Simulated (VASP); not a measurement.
# HfO2 with PBE: from relaxation to properties, part 2 of 2

Wanted: the relaxed cell of HfO2 and its properties. The start is a computed cell from the Materials Project.

VASP 6.6.1; PBE; plane waves and PAW (Hf_pv, O).

So far, gap on the k-mesh (eV): step 2 (relaxing cell and atoms (PBE)) 4.68; step 6 (density of states (PBE)) 4.68; step 7 (volume scan with PBE, volume scale 0.94) 4.90; step 8 (volume scan with PBE, volume scale 0.96) 4.84.

**10. Volume scan with PBE, volume scale 1**

The input, INCAR:

```
SYSTEM = HfO2
PREC = Accurate
ENCUT = 520
EDIFF = 1E-06
NELM = 100
ISMEAR = 0
SIGMA = 0.05
LREAL = .FALSE.
ALGO = Normal
GGA = PE
NBANDS = 28
LASPH = .TRUE.
LORBIT = 11
LWAVE = .FALSE.
LCHARG = .FALSE.
KPAR = 4
ISIF = 2
```

The input, POSCAR:

```
HfO2
1.0
    3.5893834802      0.0000000000      0.0000000000
    0.0000000000      3.5893834802      0.0000000000
    0.0000000000      0.0000000000      5.2295948653
Hf O
2 4
Direct
    0.5000000000      0.5000000000      0.5000000000
    0.0000000000      0.0000000000      0.0000000000
    0.0000000000      0.5000000000      0.6948618607
    0.5000000000      0.0000000000      0.8051381393
    0.5000000000      0.0000000000      0.3051381393
    0.0000000000      0.5000000000      0.1948618607
```

The input, KPOINTS:

```
Automatic mesh
0
Gamma
6 6 4
0 0 0
```

The projector-augmented-wave data sets are Hf_pv and O (PBE family, release 64).

The run is started by

```console
$ mpirun -np 4 vasp_std
```

It took 7 s on 4 MPI ranks of AMD EPYC 9R45, shared host; peak memory 0.71 GiB.

The pressure falls from 5.01 to -0.12 GPa, so it vanishes between these two volumes.

**11. Volume scan with PBE, volume scale 1.02**

INCAR is that of step 10.

Edit POSCAR of step 10 so:

```diff
@@ -2,5 +2,5 @@
 1.0
-    3.5893834802      0.0000000000      0.0000000000
-    0.0000000000      3.5893834802      0.0000000000
-    0.0000000000      0.0000000000      5.2295948653
+    3.6131549245      0.0000000000      0.0000000000
+    0.0000000000      3.6131549245      0.0000000000
+    0.0000000000      0.0000000000      5.2642289532
 Hf O
```

KPOINTS is that of step 10.

The run is started by

```console
$ mpirun -np 4 vasp_std
```

Elapsed: 7 s, on 4 MPI ranks; peak memory 0.7 GiB; 26 s of CPU time.

The pressure falls from -0.12 to -4.74 GPa.

The run ends at a pressure of -4.74 GPa, with forces up to 0.11 eV/Å.

**12. Volume scan with PBE, volume scale 1.04**

INCAR is that of step 11.

Edit POSCAR of step 11 so:

```diff
@@ -2,5 +2,5 @@
 1.0
-    3.6131549245      0.0000000000      0.0000000000
-    0.0000000000      3.6131549245      0.0000000000
-    0.0000000000      0.0000000000      5.2642289532
+    3.6366176269      0.0000000000      0.0000000000
+    0.0000000000      3.6366176269      0.0000000000
+    0.0000000000      0.0000000000      5.2984132159
 Hf O
```

KPOINTS is that of step 11.

The run is started by

```console
$ mpirun -np 4 vasp_std
```

It took 7.2 s on 4 MPI ranks; peak memory 0.71 GiB; 27 s of CPU time.

The pressure falls from -4.74 to -8.90 GPa.

The run ends at a pressure of -8.90 GPa, with forces up to 0.21 eV/Å.

**13. Volume scan with PBE, volume scale 1.06**

A prediction first. A parabola through the 6 pressures of evenly scaled cells so far, P = -0.13 -244.2 t +536 t² GPa with t = ln(V/V₁) and V₁ the volume at scale 1, gives -12.54 GPa at t = +0.0583.

INCAR is that of step 12.

Edit POSCAR of step 12 so:

```diff
@@ -2,5 +2,5 @@
 1.0
-    3.6366176269      0.0000000000      0.0000000000
-    0.0000000000      3.6366176269      0.0000000000
-    0.0000000000      0.0000000000      5.2984132159
+    3.6597814210      0.0000000000      0.0000000000
+    0.0000000000      3.6597814210      0.0000000000
+    0.0000000000      0.0000000000      5.3321619807
 Hf O
```

KPOINTS is that of step 12.

The run is started by

```console
$ mpirun -np 4 vasp_std
```

The job ended after 7.4 s (4 MPI ranks; peak memory 0.71 GiB; 28 s of CPU time).

The pressure falls from -8.90 to -12.64 GPa. The parabola predicted -12.54 GPa, +0.10 GPa off.

**14. Side by side**

Times are for 4 MPI ranks of AMD EPYC 9R45, shared host. The runs compared:

```
no.  volume scale  energy above the lowest point (meV/atom)  pressure (GPa)  gap on the k-mesh (eV)   time  memory (GiB)
  1          0.94                                      34.7           17.04                   4.903    7 s           0.7
  2          0.96                                     14.99           10.71                   4.837    7 s          0.71
  3          0.98                                      3.69           5.014                   4.762    7 s          0.71
  4             1                                         0         -0.1177                   4.681    7 s          0.71
  5          1.02                                      3.14          -4.737                   4.599    7 s           0.7
  6          1.04                                     12.44          -8.896                   4.519  7.2 s          0.71
  7          1.06                                     27.31          -12.64                   4.441  7.4 s          0.71
```

**15. Fit for PBE**

This step: Birch-Murnaghan fit, PBE; plane waves and PAW (VASP 6.6.1).

No new run; the numbers come from the runs before.

Numbers from this step:

```
pressure derivative of the bulk modulus : 4.210
r.m.s. error of the fit                 : 3.15e-6 eV/atom
minimum inside the sampled range        : yes
bulk modulus                            : 243.2 GPa
equilibrium volume of the fit           : 11.23 Å³/atom
```

Energy above the fitted minimum against volume:

```
volume (Å³/atom)  energy above the fitted minimum (eV/atom)
          10.556                                     0.0347
          10.780                                     0.0150
          11.005                                    0.00369
          11.229                                     3.0e-6
          11.454                                    0.00315
          11.679                                     0.0124
          11.903                                     0.0273
```

The fitted volume lies +0.05 % from the relaxed one. The atoms bear forces along the scan, since they were held; freeing them would lower the modulus.

**16. Relaxing the atoms (PBE), changed input**

This step: PBE; plane waves and PAW (Hf_pv, O) (VASP 6.6.1).

This run is made with a changed input; what comes of it follows.

The input, INCAR:

```
SYSTEM = HfO2
PREC = Accurate
ENCUT = 520
EDIFF = 1E-06
NELM = 72
ISMEAR = 0
SIGMA = 0.05
LREAL = .FALSE.
ALGO = Eigenval
GGA = PE
NBANDS = 28
LASPH = .TRUE.
LORBIT = 11
LWAVE = .FALSE.
LCHARG = .FALSE.
KPAR = 4
IBRION = 2
NSW = 30
ISIF = 2
EDIFFG = -0.01
```

Edit POSCAR of step 13 so:

```diff
@@ -2,5 +2,5 @@
 1.0
-    3.6597814210      0.0000000000      0.0000000000
-    0.0000000000      3.6597814210      0.0000000000
-    0.0000000000      0.0000000000      5.3321619807
+    3.5893834802      0.0000000000      0.0000000000
+    0.0000000000      3.5893834802      0.0000000000
+    0.0000000000      0.0000000000      5.2295948653
 Hf O
```

KPOINTS is that of step 13.

The run is started by

```console
$ mpirun -np 4 vasp_std
```

Run time: 28 s. Hardware: 4 MPI ranks; peak memory 0.67 GiB.

The run converged, but on settings that are not sound, so its numbers are not to be trusted.

With this ALGO nothing was iterated to self-consistency, so the run only appears to have converged.

The fault in the input: no self-consistency without orbitals (ALGO = "Eigenval"). This ALGO needs a converged WAVECAR; use ALGO = Normal first.

**17. Outcome**

```json
{"relaxed volume": "11.23 Å³/atom", "relaxed conventional cell a, b, c": "3.589, 3.589, 5.230 Å", "space group after relaxing, within 0.02 Å": "P4_2/nmc (No. 137)", "band gap": "4.68 eV, indirect (least direct gap of that run 4.75 eV)", "gap among the points of the DOS mesh alone, an upper bound": "4.68 eV", "bulk modulus from the fit": "243 GPa", "volume from the fit": "11.2 Å³/atom"}
```

In words: With PBE, HfO2 relaxes to 11.23 Å³/atom in space group P4_2/nmc (held by the symmetry of the run), has an indirect gap of 4.68 eV and has a bulk modulus of 243 GPa at fixed shape and positions, an upper bound. Band structure (PBE): The path shows an indirect gap of 4.68 eV (valence top at Z, conduction bottom at Γ). The least direct gap is 4.75 eV. Spin-orbit coupling is left out, and with elements this heavy it would split and shift bands near the edges, and it can change the kind of a small gap. No search among competing phases was made, and a listed structure need not be the one stable at ambient conditions. All values are for a static lattice at zero temperature.

[Lines on the potential files, build, host, timing and source positions are cut from VASP's logs without a mark.]

[Logs are printed without paths, hosts, clocks, repeated set-up lines and the standing remarks that a program may print on its own settings, such as how far it seeks lower states.]

[Hosts, paths, dates, database ids (printed as entryN), source tags and the programs' standing remarks are cut or masked in the printed files.]

[A measured line is paired with the nearest computed mode of its activity, which favours agreement.]
